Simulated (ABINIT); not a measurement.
The system is PbF2 (Fluorocronite).

```
Pb F
1.0
     0.00000    2.96366    2.96366
     2.96366    0.00000    2.96366
     2.96366    2.96366    0.00000
Pb F
1 2
Direct
  0.00000 0.00000 0.00000
  0.75000 0.75000 0.75000
  0.25000 0.25000 0.25000
```

Base run:

```yaml
Program: ABINIT 10.8.3 (patched build)
Functional: RPBE
Potentials_or_basis: JTH PAW PBE v2.0
Cutoff: 626 eV
k_mesh: 8 × 8 × 8
Occupations: fermi-dirac, width 0.05 eV
Spin: no spin polarisation
```

Its results: band gap on the k mesh 4.55 eV, indirect (least direct gap 4.68 eV); pressure 5.7 GPa.

The run is repeated on the same cell with these changes: functional from RPBE to PBEsol; potentials or basis from JTH PAW PBE v2.0 to JTH PAW PBE v2.0 sp; valence electrons from 28 to 18. What comes out?

Band gap on the k mesh 4.27 eV, indirect (least direct gap 4.44 eV); pressure -2.2 GPa.

Caveats: the PAW data sets were made with another functional, which shifts forces and pressure a little; spin-orbit coupling is left out, which as a rule narrows the gap of such compounds by several tenths of an eV; this set keeps more shells in the core, which shifts pressures and gaps (some runs).
